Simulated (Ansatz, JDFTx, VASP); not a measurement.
WC: 3 runs at one level of theory

The starting cell:

```
CELL_PARAMETERS angstrom
2.90650 0.00000 0.00000
-1.45325 2.51710 0.00000
0.00000 0.00000 2.83660
ATOMIC_POSITIONS crystal
W 0.00000 0.00000 0.00000
C 0.66667 0.33333 0.50000
```

Alike in all runs: task relaxation of cell and atoms; functional RPBE; k mesh 10 × 10 × 9; occupations fermi-dirac, width 0.05 eV; no spin polarisation; no spin-orbit coupling.

| program and potentials | plane-wave cutoff (eV) | notes | equilibrium volume (Å³/atom) |
| --- | --- | --- | --- |
| VASP, PBE PAW files C, W_sv, 600 eV | 600 | potentials made for PBE | 10.67 |
| Ansatz, all-electron LAPW, scalar-relativistic | - | - | 10.65 |
| JDFTx, PseudoDojo-SR-PBE-0.5-standard | 1116 | potentials made for PBE | 10.62 |

The equilibrium volume spans 10.62 (JDFTx, PseudoDojo-SR-PBE-0.5-standard) to 10.67 Å³/atom (VASP, PBE PAW files C, W_sv, 600 eV), with all-electron results at 10.65. Relaxations stop with a little pressure left, so the last digit of a volume isn't settled.

The functional is the same throughout but for its coding, so the spread measures potentials, basis and numerics; runs on potential files found faulty are left out.
